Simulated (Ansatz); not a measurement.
# SiNi (Pnma) in Ansatz: notebook, part 2 of 2

Ansatz 0.2.0. Earlier steps stand in the parts before.

## 5. Relaxation of cell and atoms, BLYP+D3(BJ), collinear spin, ferromagnetic start

Contents of input.yaml:

```yaml
crystal:
  lattice:
    - [5.1731, 0.0, 0.0]
    - [0.0, 3.3381, 0.0]
    - [0.0, 0.0, 5.6049]
  atoms:
    - { symbol: Ni, position: [0.99221, 0.75, 0.81248], spin: 1.0 }
    - { symbol: Ni, position: [0.50779, 0.25, 0.31248], spin: 1.0 }
    - { symbol: Ni, position: [0.49221, 0.75, 0.68752], spin: 1.0 }
    - { symbol: Ni, position: [0.00779, 0.25, 0.18752], spin: 1.0 }
    - { symbol: Si, position: [0.67872, 0.25, 0.9175] }
    - { symbol: Si, position: [0.82128, 0.75, 0.4175] }
    - { symbol: Si, position: [0.17872, 0.25, 0.5825] }
    - { symbol: Si, position: [0.32128, 0.75, 0.0825] }
hamiltonian:
  xc: blyp
  pseudopotentials: { kind: paw }
  dispersion: d3bj
magnetization:
  spin_polarized: true
kpoints:
  mp_grid: { grid: [5, 8, 5] }
scf:
  occupations: { method: fermi_dirac, width: 0.05 }
output:
  forces: true
  stress: true
  eigenvalues: true
relax:
  f_tol: 0.01
  max_steps: 40
  cell: { stress_tol: 0.05 }
```

Potentials or basis: Ansatz PAW.

The run is started by

```sh
> ansatz run input.yaml --threads 4 --pin off --max-ram 11264MiB --backend cpu --events-out ev --progress --plain --runs-dir out
```

Standard output:

```text
Warning: RAYON_NUM_THREADS=4 ignored (pool sized by the plan → 4); use --threads N
Engine: ansatz 0.2.0, aarch64-unknown-linux-gnu
Pseudopotentials: kind: paw
Pseudopotential: Ni, paw, valence charge 18, recommended cutoff 420 eV (normal), Ni.paw.azcp
Pseudopotential: Si, paw, valence charge 4, recommended cutoff 420 eV (normal), Si.paw.azcp
Functional definition: BLYP
  parameter beta = 0.0042
  parameter a = 0.04918
  parameter b = 0.132
  parameter c = 0.2533
  parameter d = 0.349
  exchange = b88_x(beta = beta)
[... 168 lines left out ...]
  k-point 44 ↓: bands = ["-88.2570", "-88.2570", "-88.2553", "-88.2553", "-48.8111", "-48.8111", "-48.8085", "-48.8085", "-48.7520", "-48.7520", "-48.7360", "-48.7360", "-48.7313", "-48.7313", "-48.7286", "-48.7286", "6.6144", "6.6144", "6.9093", "6.9093", "8.9297", "8.9297", "9.4471", "9.4471", "11.6841", "11.6841", "11.7745", "11.7745", "12.0261", "12.0261", "12.2746", "12.2746", "12.7752", "12.7752", "12.9131", "12.9131", "13.2503", "13.2503", "13.3337", "13.3337", "13.5358", "13.5358", "13.5975", "13.5975", "17.2117", "17.2117", "18.1421", "18.1421", "18.8756", "18.8756", "19.6066", "19.6066", "21.1908", "21.1908", "21.6721", "21.6721"]
--- Relaxed structure (5 steps of the walk, 5 accepted, 1 SCFs on fresh bases) ---
  F+E_penalty+E_count = -25961.70505731 eV   max|allowed force component| = 1.240e-3 eV/Å   (the final SCF, on the basis selected at the relaxed cell)
  cell:  # Å, volume = 95.0412 Å³
    - [5.086960686856453, -2.168260100941233e-33, 6.3641115943345644e-18]
    - [-1.3980407292990447e-33, 3.3518567590774095, -3.500583773963361e-34]
    - [6.8953256413148405e-18, -5.877721456723059e-34, 5.574014240019162]
  atoms:
    - { symbol: Ni, position: [0.9925603179345895, 0.7499999999999999, 0.8092633387853555] }
    - { symbol: Ni, position: [0.5074396820654102, 0.25, 0.30926333878535534] }
    - { symbol: Ni, position: [0.4925603179345897, 0.7499999999999999, 0.6907366612146446] }
    - { symbol: Ni, position: [0.00743968206541038, 0.25, 0.1907366612146446] }
    - { symbol: Si, position: [0.6807485177355318, 0.25, 0.9158679779412251] }
    - { symbol: Si, position: [0.8192514822644685, 0.7499999999999999, 0.4158679779412251] }
    - { symbol: Si, position: [0.18074851773553163, 0.25, 0.5841320220587749] }
    - { symbol: Si, position: [0.3192514822644684, 0.7499999999999999, 0.08413202205877485] }
```

It took 67 s on 4 threads of Arm Neoverse V1, shared host; peak memory 0.71 GiB.

What came out:

```yaml
Free_energy: -25961.7051 eV
Relaxed_volume: 11.88 Å³/atom
Relaxed_cell: a = 5.087 Å, b = 3.352 Å, c = 5.574 Å, α = 90.00°, β = 90.00°, γ = 90.00°
Space_group_after_relaxing_to_0.05_Å: Pnma (No. 62)
Energy_gained_by_relaxing: 4.6 meV/atom
Ionic_steps: 6
Pressure_after_relaxing: 0.0 GPa
Band_gap_on_the_k_mesh: none (metal or under the smearing width)
Net_moment: 0.00 μB per cell
Absolute_moment: 0.00 μB per cell
```

The path:
```csv
step,energy change (eV),largest force (eV/Å),volume (Å³)
1,0.0000,0.2157,96.79
2,-0.0266,0.1189,95.93
3,-0.0371,0.0241,94.86
4,-0.0373,0.0112,95.02
5,-0.0373,0.0016,95.04
6,-0.0367,0.0015,95.04
```

Final structure:
```
CELL_PARAMETERS angstrom
5.08696 0.00000 0.00000
0.00000 3.35186 0.00000
0.00000 0.00000 5.57401
ATOMIC_POSITIONS crystal
Ni 0.99256 0.75000 0.80926
Ni 0.50744 0.25000 0.30926
Ni 0.49256 0.75000 0.69074
Ni 0.00744 0.25000 0.19074
Si 0.68075 0.25000 0.91587
Si 0.81925 0.75000 0.41587
Si 0.18075 0.25000 0.58413
Si 0.31925 0.75000 0.08413
```

Caveat: the plane-wave basis is chosen anew once the cell has moved, so the energies of steps on either side of that aren't comparable; pairwise dispersion overbinds metals, which lowers pressure and volume; the PAW data sets come from PBE, with cores solved anew for the run's functional, which leaves a small shift of forces and pressure; the starting moments weren't kept.

## 6. Overview

```csv
level,gap on the mesh (eV),pressure (GPa),moment (μB),relaxed volume (Å³/atom)
LDA,none,0.0,0.00,11.52
RPBE+D3(BJ),none,0.0,0.00,10.09
PBEsol+D3(BJ),none,0.0,0.00,11.44
BLYP+D3(BJ),none,0.0,0.00,11.88
```

Alike in all rows: task relaxation of cell and atoms; potentials or basis Ansatz PAW; spin collinear, ferromagnetic start; cell relaxed; k mesh 5 × 8 × 5; cutoff (eV) 420; smearing fermi-dirac 0.05 eV.

Caveats: the plane-wave basis is chosen anew once the cell has moved, so the energies of steps on either side of that aren't comparable; the PAW data sets come from PBE, with cores solved anew for the run's functional, which leaves a small shift of forces and pressure; the starting moments weren't kept; pairwise dispersion overbinds metals, which lowers pressure and volume (some runs); the volume moved by over 15 % at a fixed basis, so the end points are rough (some runs); the volume moved by -17 % from the deposited cell, more than functionals usually miss (some runs).

Absolute energies hang on the potentials; compare differences alone.

## 7. Comparison with measurements

Step 2. The cell as given is a measured one (12.10 Å³/atom); LDA puts the equilibrium volume -4.8 % from it, thermal expansion not counted.

Step 3. The cell as given is a measured one (12.10 Å³/atom); RPBE+D3(BJ) puts the equilibrium volume -16.6 % from it, thermal expansion not counted.

Step 4. The cell as given is a measured one (12.10 Å³/atom); PBEsol+D3(BJ) puts the equilibrium volume -5.4 % from it, thermal expansion not counted.

Step 5. The cell as given is a measured one (12.10 Å³/atom); BLYP+D3(BJ) puts the equilibrium volume -1.8 % from it, thermal expansion not counted.
